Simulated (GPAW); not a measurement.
# BaS (Fm-3m) in GPAW: notebook

Runs on BaS. Level: PBE. Tasks: single point.

All numbers are computed with GPAW 26.7.0; they aren't measurements. Logs are shortened: lines on timing, memory, paths and dates and some standing lists are left out, and cuts for length are marked. The log counts tension as positive stress, the text compression.

### 1 Starting point

Symmetry: Fm-3m, No. 225, cubic system. Conventional cell: a = 6.388 Å, b = 6.388 Å, c = 6.388 Å, α = 90.00°, β = 90.00°, γ = 90.00°. Ba (site symmetry m-3m) is surrounded by 6 S at 3.19 Å. S (site symmetry m-3m) is surrounded by 6 Ba at 3.19 Å.

### 2 Single point, PBE

Input file run.py:

```python
from ase.dft.bandgap import bandgap
from ase.io import read, write
from ase.units import GPa
from gpaw import GPAW, PW

atoms = read('BaS.xyz')

calc = GPAW(mode=PW(600),
            xc='PBE',
            kpts={'size': (7, 7, 7), 'gamma': True},
            occupations={'name': 'methfessel-paxton', 'order': 0, 'width': 0.013000000000000001},
            nbands=16,
            convergence={'density': 1e-05, 'energy': 1e-05},
            maxiter=150,
            txt='gpaw.txt')
atoms.calc = calc
energy = atoms.get_potential_energy()
forces = atoms.get_forces()
stress = atoms.get_stress()
calc.write('gs.gpw')
write('result.traj', atoms)
print(f'Energy: {energy:.6f} eV')
print('Forces (eV/A):')
print(forces.round(4))
print('Stress (GPa):', (stress / GPa).round(3))
print('Fermi level:', round(calc.get_fermi_level(), 4), 'eV')
print(f'Gap: {bandgap(calc)[0]:.4f} eV, direct: {bandgap(calc, direct=True)[0]:.4f} eV')
```

Input file BaS.xyz:

```xyz
2
Lattice="0.0000000000 3.1937500000 3.1937500000 3.1937500000 0.0000000000 3.1937500000 3.1937500000 3.1937500000 0.0000000000" Properties=species:S:1:pos:R:3 pbc="T T T"
Ba     0.0000000000      0.0000000000      0.0000000000
S      3.1937500000      3.1937500000      3.1937500000
```

Potentials or basis: GPAW PAW data sets (gpaw-data 1.2.1), pw.

Run with:

```
> OMP_NUM_THREADS=1 python run.py
```

gpaw.txt:

```text
__  _  _
 | _ |_)|_||  |
 |__||  | ||/\| - 26.7.0

Input parameters:
  mode=PW(ecut=600.0),
  convergence={'density': 1e-05, 'energy': 1e-05},
  kpts=MonkhorstPack(size=(7, 7, 7), gamma=True),
  maxiter=150,
  nbands=16,
  occupations=Occupations(name='methfessel-paxton', order=0, width=0.013000000000000001),
  xc=XC(name='PBE')

Diagonalizing LCAO Hamiltonian
Converting LCAO to pw mode

                 S

       Ba

Atoms  # Å, Bohr magnetons
|   | symbol |        x |        y |        z |    initial magnetic moments |
|---|--------|----------|----------|----------|-----------------------------|
| 0 |     Ba | 0.000000 | 0.000000 | 0.000000 | ( 0.0000,  0.0000,  0.0000) |
| 1 |      S | 3.193750 | 3.193750 | 3.193750 | ( 0.0000,  0.0000,  0.0000) |

Unit cell  # Å
| periodic |        x |        y |        z |  lengths |    angles |
|----------|----------|----------|----------|----------|-----------|
|      yes | 0.000000 | 3.193750 | 3.193750 | 4.516645 | 60.000000 |
|      yes | 3.193750 | 0.000000 | 3.193750 | 4.516645 | 60.000000 |
|      yes | 3.193750 | 3.193750 | 0.000000 | 4.516645 | 60.000000 |

Number of symmetries: 48
Symmetry operations  # r_c * U_cc + t_c -> r_c
|    | kind |            matrix            |
|----|------|------------------------------|
|  0 |  σ   |  1, 0, 0,  1, 0,-1,  1,-1, 0 |
|  1 |  C2  |  1, 0, 0,  1,-1, 0,  1, 0,-1 |
|  2 |  E   |  1, 0, 0,  0, 1, 0,  0, 0, 1 |
|  3 |  σ   |  1, 0, 0,  0, 0, 1,  0, 1, 0 |
|  4 |  C4  |  1, 0,-1,  1, 0, 0,  1,-1, 0 |
|  5 |  S6  |  1, 0,-1,  1,-1, 0,  1, 0, 0 |
|  6 |  σ   |  1, 0,-1,  0, 1,-1,  0, 0,-1 |
|  7 |  C3  |  1, 0,-1,  0, 0,-1,  0, 1,-1 |
|  8 |  S6  |  1,-1, 0,  1, 0, 0,  1, 0,-1 |
|  9 |  C4  |  1,-1, 0,  1, 0,-1,  1, 0, 0 |
| 10 |  C3  |  1,-1, 0,  0,-1, 1,  0,-1, 0 |
| 11 |  σ   |  1,-1, 0,  0,-1, 0,  0,-1, 1 |
| 12 |  σ   |  0, 1, 0,  1, 0, 0,  0, 0, 1 |
| 13 |  C4  |  0, 1, 0,  0, 1,-1, -1, 1, 0 |
| 14 |  C3  |  0, 1, 0,  0, 0, 1,  1, 0, 0 |
| 15 |  S6  |  0, 1, 0, -1, 1, 0,  0, 1,-1 |
| 16 |  C2  |  0, 1,-1,  1, 0,-1,  0, 0,-1 |
| 17 |  σ   |  0, 1,-1,  0, 1, 0, -1, 1, 0 |
| 18 |  S4  |  0, 1,-1,  0, 0,-1,  1, 0,-1 |
| 19 |  C4  |  0, 1,-1, -1, 1, 0,  0, 1, 0 |
| 20 |  C3  |  0, 0, 1,  1, 0, 0,  0, 1, 0 |
| 21 |  σ   |  0, 0, 1,  0, 1, 0,  1, 0, 0 |
| 22 |  S6  |  0, 0, 1,  0,-1, 1, -1, 0, 1 |
| 23 |  C4  |  0, 0, 1, -1, 0, 1,  0,-1, 1 |
| 24 |  S4  |  0, 0,-1,  1, 0,-1,  0, 1,-1 |
| 25 |  C3  |  0, 0,-1,  0, 1,-1,  1, 0,-1 |
| 26 |  C2  |  0, 0,-1,  0,-1, 0, -1, 0, 0 |
| 27 |  S6  |  0, 0,-1, -1, 0, 0,  0,-1, 0 |
| 28 |  S4  |  0,-1, 1,  1,-1, 0,  0,-1, 0 |
| 29 |  C4  |  0,-1, 1,  0, 0, 1, -1, 0, 1 |
| 30 |  C2  |  0,-1, 1,  0,-1, 0,  1,-1, 0 |
| 31 |  σ   |  0,-1, 1, -1, 0, 1,  0, 0, 1 |
| 32 |  C3  |  0,-1, 0,  1,-1, 0,  0,-1, 1 |
| 33 |  S6  |  0,-1, 0,  0, 0,-1, -1, 0, 0 |
| 34 |  S4  |  0,-1, 0,  0,-1, 1,  1,-1, 0 |
| 35 |  C2  |  0,-1, 0, -1, 0, 0,  0, 0,-1 |
| 36 |  C2  | -1, 1, 0,  0, 1, 0,  0, 1,-1 |
| 37 |  S6  | -1, 1, 0,  0, 1,-1,  0, 1, 0 |
| 38 |  S4  | -1, 1, 0, -1, 0, 1, -1, 0, 0 |
| 39 |  C3  | -1, 1, 0, -1, 0, 0, -1, 0, 1 |
| 40 |  S6  | -1, 0, 1,  0, 0, 1,  0,-1, 1 |
| 41 |  C2  | -1, 0, 1,  0,-1, 1,  0, 0, 1 |
| 42 |  C3  | -1, 0, 1, -1, 1, 0, -1, 0, 0 |
| 43 |  S4  | -1, 0, 1, -1, 0, 0, -1, 1, 0 |
| 44 |  C2  | -1, 0, 0,  0, 0,-1,  0,-1, 0 |
| 45 |  i   | -1, 0, 0,  0,-1, 0,  0, 0,-1 |
| 46 |  σ   | -1, 0, 0, -1, 1, 0, -1, 0, 1 |
| 47 |  C2  | -1, 0, 0, -1, 0, 1, -1, 1, 0 |

BZ-sampling:
  Number of BZ points: 343
  Number of IBZ points: 20

  Monkhorst-Pack size: [7, 7, 7]
  Monkhorst-Pack shift: [0, 0, 0]

K-points  # in reciprocal-cell coordinates
|     |                                coordinates |     weight |
|-----|--------------------------------------------|------------|
|   0 | (  0.00000000,   0.00000000,   0.00000000) | 0.00291545 |
|   1 | (  0.14285714,   0.14285714,   0.00000000) | 0.01749271 |
|   2 | (  0.14285714,   0.14285714,   0.14285714) | 0.02332362 |
|   3 | (  0.28571429,   0.14285714,   0.14285714) | 0.03498542 |
|   4 | (  0.28571429,   0.28571429,   0.00000000) | 0.01749271 |
|   5 | (  0.28571429,   0.28571429,   0.14285714) | 0.06997085 |
|   6 | (  0.28571429,   0.28571429,   0.28571429) | 0.02332362 |
|   7 | (  0.42857143,  -0.28571429,  -0.28571429) | 0.03498542 |
|   8 | (  0.42857143,   0.28571429,  -0.42857143) | 0.13994169 |
|   9 | (  0.42857143,   0.28571429,  -0.28571429) | 0.06997085 |
| ... |                                            |            |
|  19 | (  0.42857143,   0.42857143,   0.42857143) | 0.02332362 |

Plane wave coefficients: 2186
Cutoff: 600.0 eV

Spin-components: 1 (collinear spins)
Bands:           16
Projectors:      11
Spin-degeneracy: 2
Datatype:        complex128

Parallelization:
  kpt:    1
  domain: 1
  band:   1

Density:
  Valence electrons: 16.0
  Components: 1
  Grid points: [27 27 27]
  Charge: 0.0  # |e|

Potential:
  Grid points: [27 27 27]

species:
  Ba:
    name:    Barium
    Z:       56.0
    valence: 10
    core:    46
    charge:  0.0  # [|e|]
    compensation charges:
      type: gauss
      rc: 0.37  # [Å]
      lmax: 2
    cutoffs:
      filter: 2.06  # [Å]
      core: 2.33  # [Å]
    projectors
    | kind |    occ | energy [eV] | rcut [Å] |
    |------|--------|-------------|----------|
    |   5s |  2.000 |     -33.644 |    1.164 |
    |   6s |  2.000 |      -3.229 |    1.164 |
    |   5p |  6.000 |     -18.744 |    1.164 |
    |    p |        |       0.000 |    1.164 |
    |    d |        |       0.000 |    1.164 |
    |    d |        |      27.211 |    1.164 |

    Using partial waves for Ba as LCAO basis

  S:
    name:    Sulfur
    Z:       16.0
    valence: 6
    core:    10
    charge:  0.0  # [|e|]
    compensation charges:
      type: gauss
      rc: 0.24  # [Å]
      lmax: 2
    cutoffs:
      filter: 1.77  # [Å]
      core: 1.66  # [Å]
    projectors
    | kind |    occ | energy [eV] | rcut [Å] |
    |------|--------|-------------|----------|
    |   3s |  2.000 |     -17.254 |    0.974 |
    |   3p |  4.000 |      -7.008 |    0.979 |
    |    s |        |       9.957 |    0.974 |
    |    p |        |      20.203 |    0.979 |
    |    d |        |       0.000 |    0.900 |

    Using partial waves for S as LCAO basis

Reference energy: -232135.462409  # eV

eigensolver:
  PPCG
  Converge bands: occupied
  niter=2

density mixing:
  MSR1-Mixer
  Pratt-step length: 0.05
  Maximum mixing coefficient: 0.75
  Old densities: 10
  SVD Regularization: 0.005
  Good broyden scale: 1.0
  Trust region scale: 1.0
  Backstep threshold: 4.0
  History deletion threshold: 6.0
  Fourier metric: weight=20.0, sigma=0.015

occupation numbers:
  Methfessel-Paxton:
    width: 0.0130  # eV
    order: 0

poisson solver:
  ecut: 4800.0  # eV

xc functional:
  name: PBE with 2 nearest neighbor stencil

convergence criteria:
- Maximum integral of absolute [dens]ity change: 1e-05 electrons / valence electron
- Maximum [total energy] change in last 3 cyles: 1e-05 eV / valence electron
- Maximum integral of absolute [eigenst]ate change: 4e-08 eV^2 / valence electron
maximum number of iterations: 150

SCF iterations
|iter     | |      energy | eigst |  dens |
|---------|-|-------------|-------|-------|
|iter:   1| |  -10.591065 | -0.25 |       |
|iter:   2| |  -10.494534 | -2.14 | -1.03 |
|iter:   3| |  -10.154349 | -1.88 | -1.08 |
|iter:   4| |  -10.160803 | -3.43 | -1.55 |
|iter:   5| |  -10.164798 | -3.92 | -1.91 |
|iter:   6| |  -10.164956 | -5.15 | -2.79 |
|iter:   7| |  -10.164962 | -6.86 | -3.50 |
|iter:   8| |  -10.164964c| -7.58c| -3.90 |
|iter:   9| |  -10.164964c| -8.44c| -5.12c|

Converged in 9 steps
Energy contributions relative to reference atoms: (reference = -232135.462409)

Energy contributions:
  Kinetic:          11.587418
  Coulomb:         -10.182765
  Zero:              0.030256
  External:          0.000000
  Xc:              -11.599872
  Entropy:           0.000000
  Spinorbit:         0.000000
  ----------------------------
  Free energy:     -10.164964
  Extrapolated:    -10.164964

dipole moment: (-38.646095, -38.646095, -38.646095)  # |e|*Ang

Fermi level: 6.033
Eigenvalues  # (at kpt = [0.000, 0.000, 0.000])
| band index |      eig [eV] | occ [0-2] |
|------------|---------------|-----------|
|          0 |       -21.163 |     2.000 |
|          1 |        -6.250 |     2.000 |
|          2 |        -6.250 |     2.000 |
|          3 |        -6.250 |     2.000 |
|          4 |        -5.483 |     2.000 |
|          5 |         4.862 |     2.000 |
[... 8 lines left out ...]
|         14 |        13.491 |     0.000 |
|         15 |        19.568 |     0.000 |

Gap: 2.191 eV
Transition (v -> c):
  (s=0, k=0, n=7, [0.00, 0.00, 0.00]) -> (s=0, k=16, n=8, [0.43, 0.43, 0.00])
Direct/indirect transitions are different
Direct gap: 2.330 eV
Transition at: (s=0, k=16, n=7, [0.43, 0.43, 0.00])

Forces  # eV/Ang
|       x |        y |        z |
|---------|----------|----------|
| 0.00000 |  0.00000 |  0.00000 |  # Ba   0
| 0.00000 | -0.00000 | -0.00000 |  # S    1

Stress tensor  # eV/Ang^3
|         x |         y |         z |
|-----------|-----------|-----------|
| -0.007687 |  0.000000 |  0.000000 |
|  0.000000 | -0.007687 |  0.000000 |
|  0.000000 |  0.000000 | -0.007687 |

# Writing to gs.gpw (mode='')
```

Wall time 15 s (1 thread of Arm Neoverse V1, shared host); peak memory 0.16 GiB.

Results:

- Free energy: -10.1650 eV
- Pressure: 1.2 GPa
- Band gap on the k mesh: 2.19 eV, indirect (least direct gap 2.33 eV)

Levels at points of the mesh, in eV from the valence-band top:
```
           k point  band 6  band 7  band 8  band 9  band 10  band 11
(0.00, 0.00, 0.00)    0.00    0.00    0.00    3.62     3.89     3.89
```

Caveat: spin-orbit coupling is left out, which moves the levels of the heavy elements; an odd mesh through Γ misses points on the zone boundary, where band edges often lie.

### 3 Single point, PBE

run.py: that of step 2 with these lines changed.

```diff
@@ -2,4 +2,5 @@
 from ase.io import read, write
-from ase.units import GPa
+from ase.units import Bohr, GPa
 from gpaw import GPAW, PW
+from gpaw.elf import elf_from_dft_calculation
 
@@ -10,3 +11,3 @@
             kpts={'size': (7, 7, 7), 'gamma': True},
-            occupations={'name': 'methfessel-paxton', 'order': 0, 'width': 0.013000000000000001},
+            occupations={'name': 'methfessel-paxton', 'order': 0, 'width': 0.014},
             nbands=16,
@@ -27 +28,6 @@
 print(f'Gap: {bandgap(calc)[0]:.4f} eV, direct: {bandgap(calc, direct=True)[0]:.4f} eV')
+
+# fields on the real-space grid
+write('density.cube', atoms, data=calc.get_pseudo_density() * Bohr**3)
+write('potential.cube', atoms, data=calc.get_electrostatic_potential())
+write('elf.cube', atoms, data=elf_from_dft_calculation(calc).data)
```

BaS.xyz is that of step 2.

Potentials or basis: GPAW PAW data sets (gpaw-data 1.2.1), pw.

Run with:

```
> OMP_NUM_THREADS=1 python run.py
```

gpaw.txt:

```text
__  _  _
 | _ |_)|_||  |
 |__||  | ||/\| - 26.7.0

Input parameters:
  mode=PW(ecut=600.0),
  convergence={'density': 1e-05, 'energy': 1e-05},
  kpts=MonkhorstPack(size=(7, 7, 7), gamma=True),
  maxiter=150,
  nbands=16,
  occupations=Occupations(name='methfessel-paxton', order=0, width=0.014),
  xc=XC(name='PBE')

Diagonalizing LCAO Hamiltonian
Converting LCAO to pw mode

                 S

       Ba

Atoms  # Å, Bohr magnetons
|   | symbol |        x |        y |        z |    initial magnetic moments |
|---|--------|----------|----------|----------|-----------------------------|
| 0 |     Ba | 0.000000 | 0.000000 | 0.000000 | ( 0.0000,  0.0000,  0.0000) |
| 1 |      S | 3.193750 | 3.193750 | 3.193750 | ( 0.0000,  0.0000,  0.0000) |

Unit cell  # Å
| periodic |        x |        y |        z |  lengths |    angles |
|----------|----------|----------|----------|----------|-----------|
|      yes | 0.000000 | 3.193750 | 3.193750 | 4.516645 | 60.000000 |
|      yes | 3.193750 | 0.000000 | 3.193750 | 4.516645 | 60.000000 |
|      yes | 3.193750 | 3.193750 | 0.000000 | 4.516645 | 60.000000 |

Number of symmetries: 48
Symmetry operations  # r_c * U_cc + t_c -> r_c
|    | kind |            matrix            |
|----|------|------------------------------|
|  0 |  σ   |  1, 0, 0,  1, 0,-1,  1,-1, 0 |
|  1 |  C2  |  1, 0, 0,  1,-1, 0,  1, 0,-1 |
|  2 |  E   |  1, 0, 0,  0, 1, 0,  0, 0, 1 |
|  3 |  σ   |  1, 0, 0,  0, 0, 1,  0, 1, 0 |
|  4 |  C4  |  1, 0,-1,  1, 0, 0,  1,-1, 0 |
|  5 |  S6  |  1, 0,-1,  1,-1, 0,  1, 0, 0 |
|  6 |  σ   |  1, 0,-1,  0, 1,-1,  0, 0,-1 |
[... 171 lines left out ...]
- Maximum integral of absolute [eigenst]ate change: 4e-08 eV^2 / valence electron
maximum number of iterations: 150

SCF iterations
|iter     | |      energy | eigst |  dens |
|---------|-|-------------|-------|-------|
|iter:   1| |  -10.591065 | -0.25 |       |
|iter:   2| |  -10.494534 | -2.14 | -1.03 |
|iter:   3| |  -10.154349 | -1.88 | -1.08 |
|iter:   4| |  -10.160803 | -3.43 | -1.55 |
|iter:   5| |  -10.164798 | -3.92 | -1.91 |
|iter:   6| |  -10.164956 | -5.15 | -2.79 |
|iter:   7| |  -10.164962 | -6.86 | -3.50 |
|iter:   8| |  -10.164964c| -7.58c| -3.90 |
|iter:   9| |  -10.164964c| -8.44c| -5.12c|

Converged in 9 steps
Energy contributions relative to reference atoms: (reference = -232135.462409)

Energy contributions:
  Kinetic:          11.587418
  Coulomb:         -10.182765
  Zero:              0.030256
  External:          0.000000
  Xc:              -11.599872
  Entropy:           0.000000
  Spinorbit:         0.000000
  ----------------------------
  Free energy:     -10.164964
  Extrapolated:    -10.164964

dipole moment: (-38.646095, -38.646095, -38.646095)  # |e|*Ang

Fermi level: 6.033
Eigenvalues  # (at kpt = [0.000, 0.000, 0.000])
| band index |      eig [eV] | occ [0-2] |
|------------|---------------|-----------|
|          0 |       -21.163 |     2.000 |
|          1 |        -6.250 |     2.000 |
|          2 |        -6.250 |     2.000 |
|          3 |        -6.250 |     2.000 |
|          4 |        -5.483 |     2.000 |
|          5 |         4.862 |     2.000 |
[... 8 lines left out ...]
|         14 |        13.491 |     0.000 |
|         15 |        19.568 |     0.000 |

Gap: 2.191 eV
Transition (v -> c):
  (s=0, k=0, n=7, [0.00, 0.00, 0.00]) -> (s=0, k=16, n=8, [0.43, 0.43, 0.00])
Direct/indirect transitions are different
Direct gap: 2.330 eV
Transition at: (s=0, k=16, n=7, [0.43, 0.43, 0.00])

Forces  # eV/Ang
|       x |        y |        z |
|---------|----------|----------|
| 0.00000 |  0.00000 |  0.00000 |  # Ba   0
| 0.00000 | -0.00000 | -0.00000 |  # S    1

Stress tensor  # eV/Ang^3
|         x |         y |         z |
|-----------|-----------|-----------|
| -0.007687 |  0.000000 |  0.000000 |
|  0.000000 | -0.007687 |  0.000000 |
|  0.000000 |  0.000000 | -0.007687 |

# Writing to gs.gpw (mode='')
```

Wall time 15 s (1 thread of Arm Neoverse V1, shared host); peak memory 0.17 GiB.

What came out:

```
Free energy            : -10.1650 eV
Pressure               : 1.2 GPa
Band gap on the k mesh : 2.19 eV, indirect (least direct gap 2.33 eV)
```

Caveat: spin-orbit coupling is left out, which moves the levels of the heavy elements; an odd mesh through Γ misses points on the zone boundary, where band edges often lie.

### 4 Against experiment

Step 2. The gap isn't set beside the deposited one, since this odd mesh misses points on the zone boundary.

Step 3. The gap isn't set beside the deposited one, since this odd mesh misses points on the zone boundary.
